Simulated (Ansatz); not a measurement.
# TaN (P6_3/mmc) in Ansatz: a series of runs

Runs on TaN. Level: PBE. Tasks: single point.

Program: Ansatz 0.2.0. These are calculated values, not measurements. Logs are shortened: lines on timing, memory, paths and dates and some standing lists are left out, and cuts for length are marked.

## 1. The structure

The structure is hexagonal, space group P6_3/mmc (No. 194). The conventional cell has a = 2.922 Å, b = 2.922 Å, c = 5.917 Å, α = 90.00°, β = 90.00°, γ = 120.00°. Ta (site symmetry -3m) is surrounded by 6 N at 2.24 Å. Around N (site symmetry -6m2) lie 6 Ta at 2.24 Å.

The cell comes from a database or a generator and needn't be the stable form of this composition.

## 2. Single point, PBE

The input, input.yaml:

```yaml
crystal:
  lattice:
    - [2.9217699809, 0.0, 0.0]
    - [-1.4608849905, 2.5303270275, 0.0]
    - [0.0, 0.0, 5.916515]
  atoms:
    - { symbol: Ta, position: [0.0, 0.0, 0.5] }
    - { symbol: Ta, position: [0.0, 0.0, 0.0] }
    - { symbol: "N", position: [0.3333333333, 0.6666666667, 0.25] }
    - { symbol: "N", position: [0.6666666667, 0.3333333333, 0.75] }
hamiltonian:
  xc: pbe
  pseudopotentials: { kind: paw }
kpoints:
  mp_grid: { grid: [10, 10, 5] }
scf:
  occupations: { method: gaussian, width: 0.023 }
output:
  forces: true
  stress: true
  eigenvalues: true
```

Potentials or basis: Ansatz PAW.

Started as:

```bash
> ansatz run input.yaml --threads 2 --pin off --max-ram 5632MiB --backend cpu --events-out ev --progress --plain --runs-dir out
```

Standard output:

```text
Warning: RAYON_NUM_THREADS=2 ignored (pool sized by the plan → 2); use --threads N
Engine: ansatz 0.2.0, x86_64-unknown-linux-gnu
Pseudopotentials: kind: paw
Pseudopotential: Ta, paw, valence charge 13, recommended cutoff 420 eV (normal), Ta.paw.azcp
Pseudopotential: N, paw, valence charge 5, recommended cutoff 420 eV (normal), N.paw.azcp
Functional definition: PBE
  parameter kappa = 0.804
  parameter beta = 0.06672455060314922
  exchange = pbe_x(kappa = kappa, mu = beta*pi^2/3)
  correlation = pbe_c(beta = beta)
Crystal: 4 atoms, lattice volume = 43.741 Å³
Basis set: ecut = 420 eV, 847 PW (Γ), exchange–correlation on 40×40×80 points (8 copies of the dense FFT grid, shifted against one another)
Bands: 22, of which v1, the nominal top of the filled ones, is band 18 counted from 1 (17 counted from 0)
Symmetry: 24 space group operations
Space group: P63/mmc (ITA 194), of the structure as read, at distance tolerance 3.5e-5 Å
k-points: 42 of 500
Non-local potential: Ta, projectors of the file, l = 0: 3, l = 1: 2, l = 2: 2, l = 3: 1
Non-local potential: N, projectors of the file, l = 0: 2, l = 1: 2, l = 2: 1
PAW form: soft (Blöchl's): semilocal exchange-correlation on the pseudo side does not see the compensation charge
PAW one-centre angular grid: Ta, 590 points (default); XC on 64 Gauss nodes
PAW one-centre angular grid: N, 110 points (default); XC on 64 Gauss nodes
Initial density: superposition of atomic densities (neutral atoms: chi_scale 0, normalization atom), corrected by the library's trained network
Initial wavefunctions: pseudopotential atomic-orbital guess
Functional: x = pbe(κ = 0.804, μ = 0.2195149727645171), c = pbe(β = 0.06672455060314922)
SCF iter   1: F=—  HF=-20636.194087 eV  |F-HF|=—  |Δ(HF+E_count)|=         —  Δρ=7.43e-3  dr2=1.60e-2  ethr=1.77e-3  ⟨swp⟩=6.0  Hψ=4309  notcnv=0
preconditioner: auto → none  [insulator: Δε(μ)=0.054 eV  Ē_g=9.371 eV  σ=0.023 eV  W_gap=0.76  n_scr=10 (ndim 8)  ℏωp=25.1 eV  f_vac=0.000  D(μ)=1.15/eV (n_scr^D=4)  ε∞_Penn≈8.2]
SCF iter   2: F=—  HF=-20636.190075 eV  |F-HF|=—  |Δ(HF+E_count)|=   4.01e-3  Δρ=3.10e-3  dr2=1.82e-3  ethr=4.45e-5  ⟨swp⟩=2.8  Hψ=1920  notcnv=0  defer=2
SCF iter   3: F=—  HF=-20636.190216 eV  |F-HF|=—  |Δ(HF+E_count)|=   1.41e-4  Δρ=6.53e-4  dr2=6.39e-5  ethr=5.06e-6  ⟨swp⟩=2.5  Hψ=1295  notcnv=0  defer=2
SCF iter   4: F=—  HF=-20636.190222 eV  |F-HF|=—  |Δ(HF+E_count)|=   5.79e-6  Δρ=6.19e-5  dr2=1.38e-6  ethr=1.78e-7  ⟨swp⟩=2.5  Hψ=1448  notcnv=0  defer=2
iter 5 did not close the SCF: its close was put off for the readings that it lacked (scf_convergence_deferred on its scf_iter line)
SCF iter   5: F=-20636.190222 eV  HF=-20636.190222 eV  |F-HF|=7.60e-9  |Δ(HF+E_count)|=   4.73e-8  Δρ=1.59e-5  dr2=7.43e-8  ethr=3.83e-9  ⟨swp⟩=2.0  Hψ=1346  notcnv=0  defer=2
SCF iter   6: F=-20636.190222 eV  HF=-20636.190222 eV  |F-HF|=4.91e-10  |Δ(HF+E_count)|=   2.60e-8  Δρ=3.25e-6  dr2=3.07e-9  ethr=2.06e-10  ⟨swp⟩=2.7  Hψ=3270  notcnv=0
SCF 1 converged in 6 iterations: F = -20636.190222 eV  dr2 = 3.07e-9
SCF converged after 6 iterations
Free energy (F): -20636.190222 eV
Harris-Foulkes:  -20636.190222 eV  (|F-HF|=4.91e-10)
Internal energy: -20636.189897 eV  (E = F + TS)
E sigma→0 (E₀):  -20636.190059 eV
Entropy (-TS):   -0.000325 eV (-0.081 meV/atom)
Fermi energy:    19.918285 eV
--- Per-component energies (eV) ---
  E_band       = -112.488699
  E_kinetic    = 997.729052
  E_local      = -1220.269560  (includes V_loc(G=0)·N_el)
  E_nonlocal   = 119.866853
  E_hartree    = 409.684756
  E_xc         = -559.384618
  E_vxc        = -564.092706  (∫ρ·V_xc dr)
  E_paw        = -17048.266934  (= ΣΔE_a)
  E_vpaw       = -265.091451  (= ΣTr[D̂ρ^β])
  E_aug_tail   = 0.000430  (compensation charges beyond the density's cutoff)
  E_ewald      = -3335.549875
  E_smearing   = -0.000325  (= −TS)
  E_closure    = 0.000000  (closes the sum)
  Σ components = -20636.190222   (vs F -20636.190222, Δ=0.00e0)
--- Forces (eV/Å), atoms counted from 1 ---
  atom   1  Ta     0.00000000    -0.00000000    -0.00000000
  atom   2  Ta     0.00000000     0.00000000     0.00000000
  atom   3  N      0.00000000    -0.00000000    -0.00000000
  atom   4  N      0.00000000     0.00000000     0.00000000
  max |Σ_I F_I| component: 9.25e-17 eV/Å
--- Stress (GPa, compression-positive) ---
       -1.114534      -0.000000      -0.000000
       -0.000000      -1.114534      -0.000000
       -0.000000      -0.000000      -0.971762
  P = ⅓ Tr σ = -1.0669 GPa (-10.669 kbar)
--- Band table (eV; the first three rows and the last of 42) ---
  k-point 0: bands = ["-48.5329", "-48.4964", "-15.6305", "-14.8826", "-14.6275", "-14.6275", "-14.5669", "-14.5669", "2.4180", "4.7585", "10.7121", "15.1250", "15.1250", "15.6597", "16.4420", "17.9420", "17.9420", "19.7170", "19.7170", "20.4969", "20.4969", "22.2629"]
  k-point 1: bands = ["-48.5294", "-48.4999", "-15.5631", "-14.9584", "-14.6217", "-14.6217", "-14.5727", "-14.5727", "2.6042", "4.4694", "11.1229", "14.7572", "15.2841", "15.2841", "17.2701", "17.3641", "17.3641", "20.2761", "20.2761", "20.6053", "20.6053", "21.5535"]
  k-point 2: bands = ["-48.5203", "-48.5090", "-15.3830", "-15.1523", "-14.6067", "-14.6067", "-14.5879", "-14.5879", "3.1140", "3.8112", "12.1451", "13.4429", "15.7489", "15.7489", "16.4776", "16.4776", "18.5378", "20.0588", "20.8452", "20.8452", "20.8700", "20.8700"]
  k-point 41: bands = ["-48.4303", "-48.4197", "-15.4256", "-15.3886", "-15.2265", "-15.1940", "-15.1266", "-14.9341", "4.6505", "4.7501", "12.8287", "12.9529", "13.5749", "14.0352", "14.3636", "14.9745", "19.3716", "19.4812", "21.7384", "22.3038", "23.3838", "23.5835"]
```

Wall time 0.58 s (2 threads of AMD EPYC 9R45 (Zen 5), shared host); peak memory 0.39 GiB.

Results:

```
Free energy            : -20636.1902 eV
Pressure               : -1.1 GPa
Band gap on the k mesh : none (metal or under the smearing width)
```

Caveat: the pressure holds a Pulay correction of +0.4 GPa for the finite cutoff.

## 3. Single point, PBE

Edit input.yaml of step 2 so:

```diff
@@ -16,3 +16,3 @@
 scf:
-  occupations: { method: gaussian, width: 0.023 }
+  occupations: { method: gaussian, width: 0.024 }
 output:
@@ -21 +21,5 @@
   eigenvalues: true
+  write_density: true
+  write_potential: true
+  elf: true
+  volumetric_format: npy
```

Potentials or basis: Ansatz PAW.

Started as:

```bash
> ansatz run input.yaml --threads 2 --pin off --max-ram 5632MiB --backend cpu --events-out ev --progress --plain --runs-dir out
```

Wall time 0.77 s (2 threads of AMD EPYC 9R45 (Zen 5), shared host); peak memory 0.39 GiB.

Results (log left out):

```yaml
Free_energy: -20636.1902 eV
Pressure: -1.1 GPa
Band_gap_on_the_k_mesh: none (metal or under the smearing width)
```

Stress tensor (GPa, compression positive):
```
-1.11  0.00  0.00
 0.00 -1.11  0.00
 0.00  0.00 -0.97
```

Levels at points of the mesh, in eV from the Fermi level:
```tsv
k point	band 15	band 16	band 17	band 18	band 19	band 20	band 21	band 22
(0.00, 0.00, 0.00)	-3.48	-1.98	-1.98	-0.20	-0.20	0.58	0.58	2.34
(0.00, -0.50, 0.00)	-4.13	-3.67	-2.79	-2.09	2.86	3.94	4.82	5.14
```

Caveat: the pressure holds a Pulay correction of +0.4 GPa for the finite cutoff.

## 4. Single point, PBE

Edit input.yaml of step 3 so:

```diff
@@ -16,3 +16,3 @@
 scf:
-  occupations: { method: gaussian, width: 0.024 }
+  occupations: { method: gaussian, width: 0.025 }
 output:
@@ -21,5 +21 @@
   eigenvalues: true
-  write_density: true
-  write_potential: true
-  elf: true
-  volumetric_format: npy
```

Started as:

```bash
> ansatz run input.yaml --threads 2 --pin off --max-ram 5632MiB --backend cpu --events-out ev --progress --plain --runs-dir out
```

It took 0.57 s on 2 threads of AMD EPYC 9R45 (Zen 5), shared host; peak memory 0.36 GiB.

The run converged. Its results:

| Quantity | Value |
| --- | --- |
| Free energy | -20636.1903 eV |
| Pressure | -1.1 GPa |
| Band gap on the k mesh | none (metal or under the smearing width) |

Stress tensor (GPa, compression positive):
```
-1.11  0.00  0.00
 0.00 -1.11  0.00
 0.00  0.00 -0.97
```

Levels at points of the mesh, in eV from the Fermi level:
```csv
k point,band 15,band 16,band 17,band 18,band 19,band 20,band 21,band 22
"(0.00, 0.00, 0.00)",-3.48,-1.98,-1.98,-0.20,-0.20,0.58,0.58,2.34
"(0.00, -0.50, 0.00)",-4.13,-3.67,-2.79,-2.09,2.86,3.94,4.82,5.14
```

Caveat: the pressure holds a Pulay correction of +0.4 GPa for the finite cutoff. Spin-orbit coupling is left out, which matters for the levels of Ta.

## 5. Overview

```tsv
smearing	gap on the mesh (eV)	pressure (GPa)
gaussian 0.023 eV	none	-1.1
gaussian 0.024 eV	none	-1.1
gaussian 0.025 eV	none	-1.1
```

Alike in all rows: task single point; level PBE; potentials or basis Ansatz PAW; no spin polarisation; cell as given; k mesh 10 × 10 × 5; cutoff (eV) 420.

Every run on the cell as given and a fine mesh finds a metal.

Absolute energies hang on the potentials; compare differences alone.
